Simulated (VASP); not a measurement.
# PbSe (Clausthalite) under changes of volume

One of the cells (29.244 Å³/atom); the others are scaled copies at fixed shape and fractional positions:

```xyz
2
Lattice="0.0000 3.0809 3.0809 3.0809 0.0000 3.0809 3.0809 3.0809 0.0000" Properties=species:S:1:pos:R:3 pbc="T T T"
Pb    0.0000    0.0000    0.0000
Se    3.0809    3.0809    3.0809
```

* Program: VASP 6.6.1
* Functional: PBE
* Potentials or basis: VASP PAW PBE potentials, release 64 (Pb_d, Se)
* Cutoff: 520 eV
* k mesh: 8 × 8 × 8
* Occupations: fermi-dirac, width 0.05 eV
* Spin: no spin polarisation

| volume (Å³/atom) | energy over the lowest point (meV/atom) | pressure (GPa) | gap on the mesh (eV) |
| --- | --- | --- | --- |
| 26.951 | 56.77 | 6.4 | 0.07 |
| 27.524 | 36.32 | 4.9 | 0.15 |
| 28.097 | 20.86 | 3.6 | 0.22 |
| 29.244 | ? | ? | ? |
| 29.818 | 0.00 | 0.3 | 0.42 |
| 30.391 | 0.22 | -0.5 | 0.47 |

Problem. What does the run at 29.244 Å³/atom give?

Solution. Energy over the lowest point 3.12 meV/atom; pressure 1.3 GPa; gap on the mesh 0.36 eV.

Worked out: A Birch-Murnaghan fit of order 3 (a polynomial in V^(-2/3)) to the other rows has its minimum at 30.06 Å³/atom with B0 = V·E''(V) = 47 GPa and B' = 4.3. It gives 3.12 meV/atom at 29.244 Å³/atom, against the run's 3.12, and -dE/dV = 1.4 GPa, against 1.3.

Energies are extrapolated to zero smearing.

Caveats: spin-orbit coupling is left out, which as a rule narrows the gap of such compounds by several tenths of an eV.

A mesh can miss the band edges.
